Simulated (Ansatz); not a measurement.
ZnSiP2:

```
CELL_PARAMETERS angstrom
-2.68670 2.68670 5.23003
2.68670 -2.68670 5.23003
2.68670 2.68670 -5.23003
ATOMIC_POSITIONS crystal
Zn 0.75000 0.25000 0.50000
Zn 0.00000 0.00000 0.00000
P 0.14230 0.62500 0.01730
P 0.60770 0.12500 0.98270
P 0.87500 0.85770 0.48270
P 0.37500 0.39230 0.51730
Si 0.25000 0.75000 0.50000
Si 0.50000 0.50000 0.00000
```

The cell is a database's computed one.

Base run:

```yaml
Program: Ansatz 0.2.0
Functional: LDA
Potentials_or_basis: Ansatz PAW
Cutoff: 420 eV
Density_cutoff: 1680 eV
k_mesh: 5 × 5 × 5
Occupations: fermi-dirac, width 0.05 eV
Spin: no spin polarisation
```

Its results: band gap on the k mesh 1.19 eV, direct; pressure -2.8 GPa; largest force 0.218 eV/Å.

Question: The run is repeated on the same cell with these changes: functional from LDA to PBEsol. What comes out?

Answer: Band gap on the k mesh 1.19 eV, direct; pressure -0.7 GPa; largest force 0.160 eV/Å.

PBEsol binds less tightly than LDA, so the same cell stands under more pressure.

Caveats: the PAW data sets come from PBE, with cores solved anew for the run's functional, which leaves a small shift of forces and pressure.

Not every run made on this cell is shown here.
